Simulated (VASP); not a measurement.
A run of VASP 6.6.1 is set up as follows.

INCAR

```
PREC     = Accurate       # precision mode
ENCUT    = 600            # plane-wave cutoff, eV
EDIFF    = 1E-6           # SCF threshold, eV
ISMEAR   = -1             # smearing method
SIGMA    = 0.05           # smearing width, eV
LREAL    = F              # projectors in reciprocal space
LASPH    = T              # aspherical terms in the spheres
NELM     = 60             # most SCF steps
ALGO     = Normal         # electronic algorithm
ISIF     = 3              # what is computed and relaxed
LWAVE    = F              # write WAVECAR
LCHARG   = F              # write CHGCAR
GGA      = CA             # functional
IBRION   = 2              # ionic algorithm
NSW      = 40             # ionic steps
EDIFFG   = -0.01          # ionic threshold
```

The input KPOINTS:

```
regular mesh
0
Gamma
  9 9 7
```

The input POSCAR:

```
TiO
1.0
    3.0093900000      0.0000000000      0.0000000000
    0.0000000000      3.0093900000      0.0000000000
    0.0000000000      0.0000000000      3.6804200000
Ti O
1 1
Direct
    0.0000000000      0.0000000000      0.0000000000
    0.0000000000      0.0000000000      0.5000000000
```

Potentials or basis: VASP PAW LDA potentials, release 64 (Ti_sv, O).

Run with:

```sh
$ cat potpaw_LDA.64/Ti_sv/POTCAR potpaw_LDA.64/O/POTCAR > POTCAR
$ mpirun -np 1 vasp_std > vasp.out
```

(1) Estimate the relaxed cell.

(2) What does it give for the band gap on the k mesh?

## Answers

(1) a = 2.890 Å, b = 2.890 Å, c = 3.635 Å, α = 90.00°, β = 90.00°, γ = 90.00°.

(2) none (metal or under the smearing width).

Caveat: semilocal functionals often make such compounds metallic where correlation or magnetic order opens a gap, which also shifts bond lengths.
